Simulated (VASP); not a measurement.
# Li (Im-3m) in VASP: further runs

One crystal, Li, is run at these levels: RPBE+D3, LDA, rev-vdW-DF2, B3LYP+D2; tasks: equation of state, band structure, electric field gradients.

Everything below comes from runs of VASP 6.6.1. Logs are shortened: lines on timing, memory, paths and dates and some standing lists are left out, and cuts for length are marked.

### Step 1. The structure

It takes space group Im-3m (No. 229, cubic). Conventional cell: a = 3.509 Å, b = 3.509 Å, c = 3.509 Å, α = 90.00°, β = 90.00°, γ = 90.00°. Li (site symmetry m-3m) has 8 Li at 3.04 Å as nearest neighbours.

### Step 2. Equation of state, RPBE+D3

Input file run.py:

```python
from ase.calculators.vasp import Vasp
from ase.eos import EquationOfState
from ase.io import Trajectory
from ase.spacegroup import crystal
from ase.units import GPa

atoms = crystal(
    ['Li'],
    basis=[[0.0, 0.0, 0.0]],
    spacegroup=229,
    setting=1,
    cellpar=[3.5093, 3.5093, 3.5093, 90.0, 90.0, 90.0],
    primitive_cell=True,
)
calc = Vasp(
    directory='calc',
    xc='rpbe',
    pp='PBE',
    setups='recommended',
    prec='Accurate',
    encut=520,
    ediff=1e-07,
    ismear=1,
    sigma=0.1,
    lreal=False,
    lasph=True,
    nelm=60,
    algo='Fast',
    isif=2,
    lwave=False,
    lcharg=False,
    ivdw=11,
    kpts=[11, 11, 11],
    gamma=True,
)
atoms.calc = calc
cell = atoms.cell.copy()
volumes, energies = [], []
traj = Trajectory('eos.traj', 'w')
for x in [0.94, 0.96, 0.98, 1.0, 1.02, 1.04, 1.06]:
    atoms.set_cell(cell * x ** (1 / 3), scale_atoms=True)
    volumes.append(atoms.get_volume())
    energies.append(atoms.get_potential_energy())
    traj.write(atoms)
    print(f'{x:5.2f} {volumes[-1]:12.5f} {energies[-1]:14.6f}')

v0, e0, B = EquationOfState(volumes, energies, eos='sj').fit()
print(f'V0 = {v0:.4f} A^3, E0 = {e0:.6f} eV, B = {B / GPa:.2f} GPa')
```

Potentials or basis: VASP PAW PBE potentials, release 64 (Li_sv).

On the command line:

```console
$ python run.py
```

Output:

```text
0.94     20.31231      -1.985462
 0.96     20.74449      -1.985304
 0.98     21.17667      -1.984496
 1.00     21.60884      -1.983070
 1.02     22.04102      -1.981089
 1.04     22.47320      -1.978572
 1.06     22.90537      -1.975575
V0 = 20.4293 A^3, E0 = -1.985487 eV, B = 12.14 GPa
```

OUTCAR:

```text
ENCUT = 520.000000
   EDIFF = 1.00e-07
   GGA = RP
   PREC = Accurate
   ISIF = 2
   ISMEAR = 1
   NELM = 60
   IVDW = 11
   LASPH = .TRUE.
   LREAL = .FALSE.
 IVDW          = 11

 ion  position               nearest neighbor table
   1  0.000  0.000  0.000-

  LATTYP: Found a body centered cubic cell.
 ALAT       =     3.5781272777

  Lattice vectors:

 A1 = (  -1.7890636389,   1.7890636389,   1.7890636389)
 A2 = (   1.7890636389,  -1.7890636389,   1.7890636389)
 A3 = (   1.7890636389,   1.7890636389,  -1.7890636389)

Analysis of symmetry for initial positions (statically):
=====================================================================
 Subroutine PRICEL returns:
 Original cell was already a primitive cell.

 Routine SETGRP: Setting up the symmetry group for a
 body centered cubic supercell.

 Subroutine GETGRP returns: Found 48 space group operations
 (whereof 48 operations were pure point group operations)
 out of a pool of 48 trial point group operations.

The static configuration has the point symmetry O_h .

Analysis of symmetry for dynamics (positions and initial velocities):
=====================================================================
 Subroutine PRICEL returns:
 Original cell was already a primitive cell.

 Routine SETGRP: Setting up the symmetry group for a
 body centered cubic supercell.

 Subroutine GETGRP returns: Found 48 space group operations
 (whereof 48 operations were pure point group operations)
 out of a pool of 48 trial point group operations.

The dynamic configuration has the point symmetry O_h .

 Subroutine INISYM returns: Found 48 space group operations
[... 121 lines left out ...]
   LHFCALC =     F    Hartree Fock is set to
   AEXX    =    0.0000 exact exchange contribution
   IVDW    =    11    specifies the selected vdW correction
   LEPSILON=     F    determine dielectric tensor
   LRPA    =     F    only Hartree local field effects (RPA)
 non-spin polarized calculation
 RMM-DIIS sequential band-by-band and
 Methfessel and Paxton  Order N= 1 SIGMA  =   0.10
  energy-cutoff  :      520.00
  volume of cell :       22.91
 maximum number of plane-waves:       629
   NGX = 11   NGY = 11   NGZ = 11

 number of electron       3.0000006 magnetization

 Free energy of the ion-electron system (eV)
  ---------------------------------------------------
  ext. energy  EPLUGINS =         0.00000000
  ---------------------------------------------------
  free energy    TOTEN  =        -1.80882380 eV

  energy without entropy =       -1.80815427  energy(sigma->0) =       -1.80860062

 E-fermi :   0.3626     XC(G=0):  -6.7239

 val. band max:        0.3351707798   @ k =  -0.3636   0.4545   0.0909
 cond. band min:       0.3907434840   @ k =   0.4545   0.0000   0.0000
 fundamental gap:      0.0555727042
 Fermi energy:         0.3626145649

 k-point     1 :       0.0000    0.0000    0.0000
  band No.  band energies     occupation
      1     -46.5778      2.00000
      2      -3.0480      2.00000
      3      13.9450      0.00000
      4      13.9450      0.00000
      5      13.9451      0.00000
[... 177 lines left out ...]
 k-point    24 :       0.3636    0.1818    0.0909
  band No.  band energies     occupation
      1     -46.5658      2.00000
      2       1.5418     -0.00000
      3       3.3556      0.00000
      4       6.5880      0.00000
      5       8.8482      0.00000

 [... further k-points ...]

------------------------ aborting loop because EDIFF is reached ----------------------------------------

 Edisp (eV)   -0.16697

 E8    (eV) :    -0.0330

  FORCE on cell =-STRESS in cart. coord.  units (eV):
  Direction    XX          YY          ZZ          XY          YZ          ZX
  --------------------------------------------------------------------------------------
  -------------------------------------------------------------------------------------
  Total      -0.18383    -0.18383    -0.18383     0.00000    -0.00000     0.00000
  in kB     -12.85858   -12.85858   -12.85858     0.00000    -0.00000     0.00000
  external pressure =      -12.86 kB  Pullay stress =        0.00 kB

 VOLUME and BASIS-vectors are now :
 -----------------------------------------------------------------------------
  energy-cutoff  :      520.00
  volume of cell :       22.91
      direct lattice vectors                 reciprocal lattice vectors
    -1.789063639  1.789063639  1.789063639     0.000000000  0.279475805  0.279475805
     1.789063639 -1.789063639  1.789063639     0.279475805  0.000000000  0.279475805
     1.789063639  1.789063639 -1.789063639     0.279475805  0.279475805  0.000000000

 POSITION                                       TOTAL-FORCE (eV/Angst)
 -----------------------------------------------------------------------------------
      0.00000      0.00000      0.00000         0.000000     -0.000000      0.000000
 -----------------------------------------------------------------------------------
    total drift:                                0.000000      0.000000     -0.000000

  FREE ENERGIE OF THE ION-ELECTRON SYSTEM (eV)
  ---------------------------------------------------
  free  energy   TOTEN  =        -1.9757979673 eV

  energy  without entropy=       -1.9751284336  energy(sigma->0) =       -1.97557479
```

INCAR:

```text
ENCUT = 520.000000
SIGMA = 0.100000
EDIFF = 1.00e-07
ALGO = Fast
GGA = RP
PREC = Accurate
ISIF = 2
ISMEAR = 1
NELM = 60
IVDW = 11
LASPH = .TRUE.
LCHARG = .FALSE.
LWAVE = .FALSE.
LREAL = .FALSE.
```

Run time: 59 s. Hardware: 1 thread of Intel Xeon Platinum 8488C (Sapphire Rapids), shared host; peak memory 0.13 GiB.

Results:

```
Equilibrium volume : 20.43 Å³/atom (rough: see the caveat)
Bulk modulus       : 12.1 GPa (rough)
```

Energy against volume, from the lowest point:
```csv
volume (Å³/atom),energy (meV/atom)
20.312,0.00
20.744,0.16
21.177,0.97
21.609,2.39
22.041,4.37
22.473,6.89
22.905,9.89
```

Caveat: the cutoff is under 1.25 times the usual one of these potentials, so pressure, stress and relaxed cells hold a basis-set (Pulay) error; the fit is doubtful: noisy points or a state that changes with volume; the PAW data sets were made with another functional, which shifts forces and pressure a little.

(Part 1 of 2 ends here.)
